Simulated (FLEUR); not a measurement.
Crystal: La2O3.

```
La O
1.0
     3.93078    0.00000    0.00000
    -1.96539    3.40415    0.00000
     0.00000    0.00000    6.11195
La O
2 3
Direct
  0.33333 0.66667 0.24624
  0.66667 0.33333 0.75376
  0.00000 0.00000 0.00000
  0.33333 0.66667 0.64589
  0.66667 0.33333 0.35411
```

The cell is a database's computed one.

| Quantity | Value |
| --- | --- |
| Program | FLEUR MaX-R8.1 (later development tree) |
| Task | single point |
| Functional | PBE |
| Potentials or basis | all-electron |
| Basis | FLAPW |
| Kmax | 4.56 1/bohr |
| k mesh | 8 × 8 × 5 |
| Occupations | fermi-dirac, width 0.05 eV |
| Spin | no spin polarisation |
| Gmax | 14.1 1/bohr |
| Muffin-tin radii | La 2.43, O 1.58 bohr |
| lmax | La 10, O 8 |
| lnonsphr | La 10, O 8 |
| Local orbitals a species | La 5, O 3 |
| Max iterations | 60 |
| Mixing factor | 0.05 |
| Mixer | Anderson |
| Mixer history | 15 |

On this cell: largest force 0.019 eV/Å; band gap on the k mesh 3.87 eV, indirect (least direct gap 4.05 eV).

The same run follows on a disturbed copy (atoms moved at random, drawn with an rms of 0.05 Å):

```
La O
1.0
     3.93078    0.00000    0.00000
    -1.96539    3.40415    0.00000
     0.00000    0.00000    6.11195
La O
2 3
Cartesian
  0.0396 2.2427 1.5034
  1.9893 1.1531 4.6159
  0.0170 0.0084 -0.0205
  0.0159 2.2615 3.9737
  1.9993 1.1120 2.1819
```

What changes?

The energy moves by +2.4 meV/atom; largest force 0.255 eV/Å; band gap on the k mesh 3.84 eV, indirect (least direct gap 4.04 eV).

Forces on the atoms (eV/Å):
```
La  -0.053  0.063  0.146
La  -0.016 -0.181  0.012
O    0.016 -0.053  0.249
O    0.078  0.102 -0.212
O   -0.025  0.069 -0.194
```

Caveats: spin-orbit coupling is left out, which moves the levels of the heavy elements; an odd mesh through Γ misses points on the zone boundary, where band edges often lie; core charge leaks out of the spheres, which shifts energies (some runs).
